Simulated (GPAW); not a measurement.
Wanted: an ASE script for a GPAW 26.7.0 run.

```
Task                : equation of state
Functional          : LDA
Potentials or basis : the program's PAW data sets (release 1.2.1) made for this functional
Cutoff              : 800 eV
Basis               : pw
k mesh              : 8 × 8 × 8
Occupations         : fermi-dirac, width 0.05 eV
Spin                : collinear spin, ferromagnetic start
Starting moments    : [4.0, 0.0] μB
Maxiter             : 150
Eos scales          : [0.94, 0.96, 0.98, 1.0, 1.02, 1.04, 1.06]
```

Crystal: MnO.

```xyz
2
Lattice="0.0000 2.2239 2.2239 2.2239 0.0000 2.2239 2.2239 2.2239 0.0000" Properties=species:S:1:pos:R:3 pbc="T T T"
Mn    0.0000    0.0000    0.0000
O     2.2239    2.2239    2.2239
```

The cell is a database's computed one.

One way to write it, as run:

run.py

```python
from ase import Atoms
from ase.eos import EquationOfState
from ase.io import Trajectory
from ase.units import GPa
from gpaw import GPAW, PW

atoms = Atoms(['Mn', 'O'],
              cell=[[0.0, 2.2239077028, 2.2239077028],
                    [2.2239077028, 0.0, 2.2239077028],
                    [2.2239077028, 2.2239077028, 0.0]],
              scaled_positions=[[0.0, 0.0, 0.0],
                                [0.5, 0.5, 0.5]],
              pbc=True)
atoms.set_initial_magnetic_moments([4.0, 0.0])

traj = Trajectory('eos.traj', 'w')
volumes, energies = [], []
for x in [0.94, 0.96, 0.98, 1.0, 1.02, 1.04, 1.06]:
    a = atoms.copy()
    a.set_cell(atoms.cell * x**(1 / 3), scale_atoms=True)
    calc = GPAW(mode=PW(800),
                xc='LDA',
                kpts={'size': (8, 8, 8), 'gamma': True},
                occupations={'name': 'fermi-dirac', 'width': 0.05},
                nbands=21,
                convergence={'density': 1e-05, 'energy': 1e-05},
                maxiter=150,
                txt=f'eos-{x:.2f}.txt')
    a.calc = calc
    energies.append(a.get_potential_energy(force_consistent=True))
    volumes.append(a.get_volume())
    p = -a.get_stress()[:3].mean() / GPa
    calc.write(f'eos-{x:.2f}.gpw')
    traj.write(a)
    print(f'{x:.2f} {volumes[-1]:10.4f} A^3 {energies[-1]:14.6f} eV {p:9.3f} GPa', flush=True)

v0, e0, B = EquationOfState(volumes, energies, eos='birchmurnaghan').fit()
print(f'V0 = {v0:.4f} A^3, E0 = {e0:.6f} eV, B0 = {B / GPa:.2f} GPa')
```

Potentials or basis: the program's PAW data sets (release 1.2.1) made for this functional, pw.

Run with:

```sh
$ OMP_NUM_THREADS=1 python run.py
```

It gave:

| Quantity | Value |
| --- | --- |
| Equilibrium volume | outside the volumes run |

Wall time 3.5 min on 1 thread of Arm Neoverse V2, on a shared host, peak memory 0.25 GiB.
